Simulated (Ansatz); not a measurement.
The system is SrO.

```
Sr O
1.0
     0.00000    2.56630    2.56630
     2.56630    0.00000    2.56630
     2.56630    2.56630    0.00000
Sr O
1 1
Direct
  0.50000 0.50000 0.50000
  0.00000 0.00000 0.00000
```

Base run:

* Program: Ansatz 0.2.0
* Functional: PBE
* Potentials or basis: all-electron LAPW, scalar-relativistic
* Cutoff: 217 eV (chosen from the basis error)
* Basis error allowed: 0.001 eV/atom
* k mesh: 9 × 9 × 9
* Occupations: fermi-dirac, width 0.05 eV
* Spin: no spin polarisation

Its results: band gap on the k mesh 3.37 eV, indirect (least direct gap 3.45 eV); pressure 3.3 GPa.

**Question.** The run is repeated on the same cell with these changes: functional from PBE to PBEsol. What comes out?

**Answer.** Band gap on the k mesh 3.26 eV, indirect (least direct gap 3.34 eV); pressure -0.5 GPa.

PBEsol binds more tightly than PBE, so the same cell stands under less pressure.

A k mesh can miss the band edges.
